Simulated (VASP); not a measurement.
# BAs (F-43m) in VASP: further runs

One crystal, BAs, is run at these levels: PBE, PBEsol, SCAN, r2SCAN; tasks: single point.

Program: VASP 6.6.1. These are calculated values, not measurements. Logs are shortened: lines on timing, memory, paths and dates and some standing lists are left out, and cuts for length are marked.

**1. Starting point**

It takes space group F-43m (No. 216, cubic). Conventional cell: a = 4.778 Å, b = 4.778 Å, c = 4.778 Å, α = 90.00°, β = 90.00°, γ = 90.00°. Around B (site symmetry -43m) lie 4 As at 2.07 Å. Around As (site symmetry -43m) lie 4 B at 2.07 Å.

The cell was built by a generator and needn't be a form met in nature.

**2. Single point, PBE**

The input, INCAR:

```
ALGO     = Normal         # electronic algorithm
EDIFF    = 1E-7           # SCF threshold, eV
ENCUT    = 520            # plane-wave cutoff, eV
GGA      = PE             # functional
ISIF     = 2              # what is computed and relaxed
ISMEAR   = 0              # smearing method
LASPH    = T              # aspherical terms in the spheres
LCHARG   = T              # write CHGCAR
LELF     = T              # ELF
LREAL    = F              # projectors in reciprocal space
LVHAR    = T            
LWAVE    = F              # write WAVECAR
NBANDS   = 11             # bands
NELM     = 80             # most SCF steps
PREC     = Accurate       # precision mode
SIGMA    = 0.02           # smearing width, eV
```

The input, KPOINTS:

```
k-points
0
Gamma
  10 10 10
```

The input, POSCAR:

```
BAs
1.0
    0.0000000000      2.3889000000      2.3889000000
    2.3889000000      0.0000000000      2.3889000000
    2.3889000000      2.3889000000      0.0000000000
B As
1 1
Direct
    0.0000000000      0.0000000000      0.0000000000
    0.2500000000      0.2500000000      0.2500000000
```

Potentials or basis: VASP PAW PBE potentials, release 64 (B, As).

On the command line:

```console
$ cat potpaw_PBE.64/B/POTCAR potpaw_PBE.64/As/POTCAR > POTCAR
$ mpirun -np 1 vasp_std > vasp.out
```

OUTCAR:

```text
EDIFF = 1E-7
   ENCUT = 520
   GGA = PE
   ISIF = 2
   ISMEAR = 0
   LASPH = T
   LREAL = F
   NELM = 80
   PREC = Accurate

 ion  position               nearest neighbor table
   1  0.000  0.000  0.000-   2 2.07   2 2.07   2 2.07   2 2.07
   2  0.250  0.250  0.250-   1 2.07   1 2.07   1 2.07   1 2.07

  LATTYP: Found a face centered cubic cell.
 ALAT       =     4.7778000000

  Lattice vectors:

 A1 = (   0.0000000000,   2.3889000000,   2.3889000000)
 A2 = (   2.3889000000,   0.0000000000,   2.3889000000)
 A3 = (   2.3889000000,   2.3889000000,   0.0000000000)

Analysis of symmetry for initial positions (statically):
=====================================================================
 Subroutine PRICEL returns:
 Original cell was already a primitive cell.

 Routine SETGRP: Setting up the symmetry group for a
 face centered cubic supercell.

 Subroutine GETGRP returns: Found 24 space group operations
 (whereof 24 operations were pure point group operations)
 out of a pool of 48 trial point group operations.

The static configuration has the point symmetry T_d .

Analysis of symmetry for dynamics (positions and initial velocities):
=====================================================================
 Subroutine PRICEL returns:
 Original cell was already a primitive cell.

 Routine SETGRP: Setting up the symmetry group for a
 face centered cubic supercell.

 Subroutine GETGRP returns: Found 24 space group operations
 (whereof 24 operations were pure point group operations)
 out of a pool of 48 trial point group operations.

The dynamic configuration has the point symmetry T_d .

 Subroutine INISYM returns: Found 24 space group operations
 (whereof 24 operations are pure point group operations),
 and found     1 'primitive' translations

----------------------------------------------------------------------------------------

                                     Primitive cell

  volume of cell :      27.2662

  direct lattice vectors                    reciprocal lattice vectors
     0.000000000  2.388900000  2.388900000    -0.209301352  0.209301352  0.209301352
     2.388900000  0.000000000  2.388900000     0.209301352 -0.209301352  0.209301352
     2.388900000  2.388900000  0.000000000     0.209301352  0.209301352 -0.209301352

  length of vectors
     3.378414779  3.378414779  3.378414779     0.362520576  0.362520576  0.362520576

  position of ions in fractional coordinates (direct lattice)
     0.000000000  0.000000000  0.000000000
     0.250000000  0.250000000  0.250000000
[... 87 lines left out ...]
   PSTRESS=    0.0 pullay stress
   NELECT =       8.0000    total number of electrons
   NUPDOWN=      -1.0000    fix difference up-down
   EMIN   =  10.00;   EMAX   =-10.00  energy-range for DOS
   EFERMI =   0.00;   METHOD = LEGACY
   ISMEAR =     0;   SIGMA  =   0.02  broadening in eV -4-tet -1-fermi 0-gaus
   EFERMI_NEDOS =   21; number of points for ismear=-14 and -15
   IALGO  =     38    algorithm
   IMIX   =      4    mixing-type and parameters
     AMIX     =   0.40;   BMIX     =  1.00
     AMIX_MAG =   1.60;   BMIX_MAG =  1.00
  volume/ion in A,a.u.               =      13.63        92.00
  Fermi-wavevector in a.u.,A,eV,Ry     =   1.087836  2.055712 16.100967  1.183388
  Thomas-Fermi vector in A             =   2.224004
   LORBIT       =      0    0 simple, 1 ext, 2 COOP (PROOUT), +10 PAW based schemes
   GGA     = PE    functional components
   LHFCALC =     F    Hartree Fock is set to
   AEXX    =    0.0000 exact exchange contribution
   IVDW    =     0    specifies the selected vdW correction
   LEPSILON=     F    determine dielectric tensor
   LRPA    =     F    only Hartree local field effects (RPA)
 non-spin polarized calculation
 Gauss-broadening in eV      SIGMA  =   0.02
  energy-cutoff  :      520.00
  volume of cell :       27.27
 maximum number of plane-waves:       754
 NGX is ok and might be reduce to    28
   NGX = 13   NGY = 13   NGZ = 13

 number of electron       8.0000000 magnetization

 Free energy of the ion-electron system (eV)
  ---------------------------------------------------
  ext. energy  EPLUGINS =         0.00000000
  ---------------------------------------------------
  free energy    TOTEN  =       -11.40669611 eV

  energy without entropy =      -11.40669611  energy(sigma->0) =      -11.40669611

 E-fermi :   6.2333     XC(G=0): -10.5821

 val. band max:        6.1206366681   @ k =   0.0000   0.0000   0.0000
 cond. band min:       7.2967113554   @ k =   0.4000   0.4000   0.0000
 fundamental gap:      1.1760746873
 Fermi energy:         6.2332928428

 k-point     1 :       0.0000    0.0000    0.0000
  band No.  band energies     occupation
      1      -9.2760      2.00000
      2       6.1206      2.00000
      3       6.1206      2.00000
      4       6.1206      2.00000
      5       9.3965      0.00000
      6       9.3965      0.00000
      7       9.3965      0.00000
      8      10.8010      0.00000
      9      15.7011      0.00000
     10      19.0691      0.00000
     11      19.0691      0.00000
[... 309 lines left out ...]
 k-point    24 :       0.4000    0.3000    0.0000
  band No.  band energies     occupation
      1      -6.6332      2.00000
      2      -0.3357      2.00000
      3       2.1463      2.00000
      4       2.6362      2.00000
      5       7.8171      0.00000
      6       9.5164      0.00000
      7      14.9528      0.00000
      8      15.1858      0.00000
      9      18.1695      0.00000
     10      21.9313      0.00000
     11      21.9889      0.00000

 [... further k-points ...]

------------------------ aborting loop because EDIFF is reached ----------------------------------------

  FORCE on cell =-STRESS in cart. coord.  units (eV):
  Direction    XX          YY          ZZ          XY          YZ          ZX
  --------------------------------------------------------------------------------------
  -------------------------------------------------------------------------------------
  Total        0.5713377      0.5713377      0.5713377      0.0000000      0.0000000     -0.0000000
  in kB       33.5721783     33.5721783     33.5721783      0.0000000      0.0000000     -0.0000000
  external PRESSURE =      33.5721783 kB  Pullay stress =       0.0000000 kB

 VOLUME and BASIS-vectors are now :
 -----------------------------------------------------------------------------
  energy-cutoff  :      520.00
  volume of cell :       27.27
      direct lattice vectors                 reciprocal lattice vectors
     0.000000000  2.388900000  2.388900000    -0.209301352  0.209301352  0.209301352
     2.388900000  0.000000000  2.388900000     0.209301352 -0.209301352  0.209301352
     2.388900000  2.388900000  0.000000000     0.209301352  0.209301352 -0.209301352

 POSITION                                       TOTAL-FORCE (eV/Angst)
 -----------------------------------------------------------------------------------
      0.00000      0.00000      0.00000         0.000000     -0.000000     -0.000000
      1.19445      1.19445      1.19445        -0.000000      0.000000      0.000000
 -----------------------------------------------------------------------------------
    total drift:                               -0.000000     -0.000000     -0.000000

  FREE ENERGIE OF THE ION-ELECTRON SYSTEM (eV)
  ---------------------------------------------------
  free  energy   TOTEN  =       -11.4066961069 eV

  energy  without entropy=      -11.4066961069  energy(sigma->0) =      -11.40669611
```

Wall time 27 s (1 thread of Intel Xeon Platinum 8175M at 2.50GHz (Skylake/Cascade Lake), shared host); peak memory 0.16 GiB.

What came out:

```yaml
Free_energy: -11.4067 eV
Pressure: 3.4 GPa
Band_gap_on_the_k_mesh: 1.18 eV, indirect (least direct gap 3.28 eV)
```

A k mesh can miss the band edges.

**3. Single point, PBEsol**

INCAR, as its differences from that of step 2:

```diff
@@ -3,3 +3,3 @@
 ENCUT    = 520            # plane-wave cutoff, eV
-GGA      = PE             # functional
+GGA      = PS             # functional
 ISIF     = 2              # what is computed and relaxed
```

KPOINTS is that of step 2.

POSCAR is that of step 2.

Potentials or basis: VASP PAW PBE potentials, release 64 (B, As).

On the command line:

```console
$ cat potpaw_PBE.64/B/POTCAR potpaw_PBE.64/As/POTCAR > POTCAR
$ mpirun -np 1 vasp_std > vasp.out
```

OUTCAR:

```text
EDIFF = 1E-7
   ENCUT = 520
   GGA = PS
   ISIF = 2
   ISMEAR = 0
   LASPH = T
   LREAL = F
   NELM = 80
   PREC = Accurate

 ion  position               nearest neighbor table
   1  0.000  0.000  0.000-   2 2.07   2 2.07   2 2.07   2 2.07
   2  0.250  0.250  0.250-   1 2.07   1 2.07   1 2.07   1 2.07

  LATTYP: Found a face centered cubic cell.
 ALAT       =     4.7778000000

  Lattice vectors:

 A1 = (   0.0000000000,   2.3889000000,   2.3889000000)
 A2 = (   2.3889000000,   0.0000000000,   2.3889000000)
 A3 = (   2.3889000000,   2.3889000000,   0.0000000000)

Analysis of symmetry for initial positions (statically):
=====================================================================
 Subroutine PRICEL returns:
 Original cell was already a primitive cell.

 Routine SETGRP: Setting up the symmetry group for a
 face centered cubic supercell.

 Subroutine GETGRP returns: Found 24 space group operations
 (whereof 24 operations were pure point group operations)
 out of a pool of 48 trial point group operations.

The static configuration has the point symmetry T_d .

Analysis of symmetry for dynamics (positions and initial velocities):
[... 174 lines left out ...]
      5       9.2777      0.00000
      6       9.2777      0.00000
      7       9.2777      0.00000
      8      10.7138      0.00000
      9      15.3826      0.00000
     10      18.9671      0.00000
     11      18.9671      0.00000
[... 309 lines left out ...]
 k-point    24 :       0.4000    0.3000    0.0000
  band No.  band energies     occupation
      1      -6.7454      2.00000
      2      -0.4210      2.00000
      3       2.0308      2.00000
      4       2.5310      2.00000
      5       7.6451      0.00000
      6       9.3304      0.00000
      7      14.8368      0.00000
      8      15.0762      0.00000
      9      18.0222      0.00000
     10      21.7152      0.00000
     11      21.8775      0.00000

 [... further k-points ...]

------------------------ aborting loop because EDIFF is reached ----------------------------------------

  FORCE on cell =-STRESS in cart. coord.  units (eV):
  Direction    XX          YY          ZZ          XY          YZ          ZX
  --------------------------------------------------------------------------------------
  -------------------------------------------------------------------------------------
  Total       -0.0019595     -0.0019595     -0.0019595     -0.0000000      0.0000000     -0.0000000
  in kB       -0.1151409     -0.1151409     -0.1151409     -0.0000000      0.0000000     -0.0000000
  external PRESSURE =      -0.1151409 kB  Pullay stress =       0.0000000 kB

 VOLUME and BASIS-vectors are now :
 -----------------------------------------------------------------------------
  energy-cutoff  :      520.00
  volume of cell :       27.27
      direct lattice vectors                 reciprocal lattice vectors
     0.000000000  2.388900000  2.388900000    -0.209301352  0.209301352  0.209301352
     2.388900000  0.000000000  2.388900000     0.209301352 -0.209301352  0.209301352
     2.388900000  2.388900000  0.000000000     0.209301352  0.209301352 -0.209301352

 POSITION                                       TOTAL-FORCE (eV/Angst)
 -----------------------------------------------------------------------------------
      0.00000      0.00000      0.00000        -0.000000     -0.000000      0.000000
      1.19445      1.19445      1.19445         0.000000      0.000000     -0.000000
 -----------------------------------------------------------------------------------
    total drift:                               -0.000000     -0.000000     -0.000000

  FREE ENERGIE OF THE ION-ELECTRON SYSTEM (eV)
  ---------------------------------------------------
  free  energy   TOTEN  =       -12.2038865346 eV

  energy  without entropy=      -12.2038865346  energy(sigma->0) =      -12.20388653
```

OSZICAR:

```text
N       E                     dE             d eps       ncg     rms          rms(c)
DAV:   1     0.119404118803E+02    0.11940E+02   -0.37085E+03  1034   0.640E+02
DAV:   2    -0.121111369475E+02   -0.24052E+02   -0.23037E+02  1379   0.105E+02
DAV:   3    -0.128088699996E+02   -0.69773E+00   -0.69597E+00  1285   0.168E+01
DAV:   4    -0.128106506954E+02   -0.17807E-02   -0.17806E-02  1136   0.974E-01
DAV:   5    -0.128106533404E+02   -0.26450E-05   -0.26449E-05  1253   0.400E-02    0.483E+00
DAV:   6    -0.122813267539E+02    0.52933E+00   -0.13451E+00  1109   0.464E+00    0.239E+00
DAV:   7    -0.122128478414E+02    0.68479E-01   -0.18382E-01  1199   0.207E+00    0.927E-01
DAV:   8    -0.122036999239E+02    0.91479E-02   -0.18454E-02  1166   0.742E-01    0.914E-02
DAV:   9    -0.122038304742E+02   -0.13055E-03   -0.68766E-04  1163   0.156E-01    0.512E-02
DAV:  10    -0.122038839005E+02   -0.53426E-04   -0.85094E-05  1099   0.542E-02    0.947E-03
DAV:  11    -0.122038865962E+02   -0.26958E-05   -0.18721E-06  1278   0.988E-03    0.903E-03
DAV:  12    -0.122038865037E+02    0.92546E-07   -0.10385E-06  1115   0.503E-03    0.298E-03
DAV:  13    -0.122038865346E+02   -0.30911E-07   -0.37256E-08   643   0.131E-03
   1 F= -.12203887E+02 E0= -.12203887E+02  d E =-.228074E-39
```

stdout:

```text
POSCAR found type information on POSCAR B As
 POSCAR found :  2 types and       2 ions
 scaLAPACK will be used
 -----------------------------------------------------------------------------
|                                                                             |
|                                                                             |
|     You enforced a specific xc type in the INCAR file but a different       |
|     I HOPE YOU KNOW WHAT YOU ARE DOING!                                     |
|                                                                             |
 -----------------------------------------------------------------------------

 LDA part: xc-table for (Slater+PW92), standard interpolation
 POSCAR, INCAR and KPOINTS ok, starting setup
 FFT: planning ... GRIDC
 FFT: planning ... GRID_SOFT
 FFT: planning ... GRID
 WAVECAR not read
 entering main loop
```

It took 27 s on 1 thread of Intel Xeon Platinum 8175M at 2.50GHz (Skylake/Cascade Lake), shared host; peak memory 0.16 GiB.

What came out:

| Quantity | Value |
| --- | --- |
| Free energy | -12.2039 eV |
| Pressure | 0.0 GPa |
| Band gap on the k mesh | 1.08 eV, indirect (least direct gap 3.24 eV) |

Caveat: the PAW data sets were made with another functional, which shifts forces and pressure a little.

(Part 1 of 2 ends here.)
